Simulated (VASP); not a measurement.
Wanted: an ASE script for a VASP 6.6.1 run.

| Property | Result |
| --- | --- |
| Task | single point |
| Functional | PBE0 |
| Potentials or basis | VASP PAW PBE potentials, release 64 (Si) |
| Cutoff | 520 eV |
| k mesh | 4 × 4 × 4 |
| Occupations | gaussian, width 0.01 eV |
| Spin | no spin polarisation |
| Grid for exact exchange (PRECFOCK) | Normal |
| Exchange at q = 0 | default |
| Monkhorst-Pack mesh | yes |
| Further INCAR settings | ALGO = Normal; EDIFF = 1.00e-07 |

The structure of Si lies in Si.cif:

```cif
data_Si
_cell_length_a 3.84927886
_cell_length_b 3.84927886
_cell_length_c 3.84927886
_cell_angle_alpha 60.00000000
_cell_angle_beta 60.00000000
_cell_angle_gamma 60.00000000
_space_group_name_H-M_alt 'P1'
_space_group_name_Hall 'P 1'
_space_group_IT_number 1
loop_
_space_group_symop_operation_xyz
'x,y,z'
loop_
_atom_site_label
_atom_site_type_symbol
_atom_site_symmetry_multiplicity
_atom_site_Wyckoff_symbol
_atom_site_fract_x
_atom_site_fract_y
_atom_site_fract_z
_atom_site_occupancy
Si1 Si 1 a 0.5000000000 0.5000000000 0.5000000000 1
Si2 Si 1 a 0.7500000000 0.7500000000 0.7500000000 1
```

One way to write it, as run:

run.py

```python
from ase.calculators.vasp import Vasp
from ase.dft.bandgap import bandgap
from ase.io import read

atoms = read('Si.cif')
calc = Vasp(
    directory='calc',
    xc='pbe0',
    pp='PBE',
    setups='recommended',
    prec='Accurate',
    encut=520,
    ediff=1e-07,
    ismear=0,
    sigma=0.01,
    lreal=False,
    lasph=True,
    nelm=80,
    algo='Normal',
    isif=2,
    lwave=False,
    lcharg=False,
    precfock='Normal',
    kpts=[4, 4, 4],
    gamma=False,
)
atoms.calc = calc

print('energy (eV):', atoms.get_potential_energy())
print('free energy (eV):', atoms.get_potential_energy(force_consistent=True))
print('forces (eV/A):')
print(atoms.get_forces())
print('stress (eV/A^3, Voigt):', atoms.get_stress())
print('Fermi level (eV):', calc.get_fermi_level())
gap, top, bottom = bandgap(calc)
print('band gap (eV):', gap, 'from (spin, k, band)', top, 'to', bottom)
```

Potentials or basis: VASP PAW PBE potentials, release 64 (Si).

The run is started by

```bash
$ python run.py
```

Results of the run:

```yaml
Pressure: -0.7 GPa
```

Caveat: the k mesh is coarse (spacing up to 0.50 Å⁻¹), so the values aren't converged, least of all with exact exchange; the PAW data sets were made with another functional, which shifts forces and pressure a little.

Run time: 6.6 min on 1 thread of AMD EPYC 9R45 (Zen 5) (shared host), peak memory 0.14 GiB.
